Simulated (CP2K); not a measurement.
The system is HfN.

```
Hf N
1.0
     3.19047    0.00000    0.00000
     1.59523    2.76302    0.00000
     1.59523    0.92101    2.60500
Hf N
1 1
Direct
  0.00000 0.00000 0.00000
  0.50000 0.50000 0.50000
```

- Program: CP2K 2026.2
- Task: single point
- Functional: PBE
- Potentials or basis: POTENTIAL_UZH Hf GTH-PBE-q12, N GTH-PBE-q5; TZVP-MOLOPT-PBE-GTH basis
- Density cutoff: 6123 eV
- k mesh: 10 × 10 × 10
- Occupations: fermi-dirac, width 0.05 eV
- Spin: no spin polarisation

On this cell: pressure 2.1 GPa; largest force zero by symmetry; band gap on the k mesh none (metal or under the smearing width).

The same run follows on a disturbed copy (atoms moved at random, drawn with an rms of 0.05 Å):

```
Hf N
1.0
     3.19047    0.00000    0.00000
     1.59523    2.76302    0.00000
     1.59523    0.92101    2.60500
Hf N
1 1
Cartesian
  0.0784 0.0193 -0.0353
  3.1747 1.8625 1.3381
```

Q: What changes?

A: The energy (extrapolated to zero smearing) moves by +39.6 meV/atom; pressure 3.9 GPa; largest force 1.374 eV/Å; band gap on the k mesh none (metal or under the smearing width).

Forces in eV/Å, atoms in the order of the input:
```
Hf  -1.103  0.009  0.819
N    1.095 -0.012 -0.822
```

Stress tensor (GPa, compression positive):
```
 4.13  1.33 -1.34
 1.33  3.67 -0.91
-1.34 -0.91  3.81
```

Caveats: the basis of atomic orbitals isn't converged, which shifts pressures, moduli and gaps.
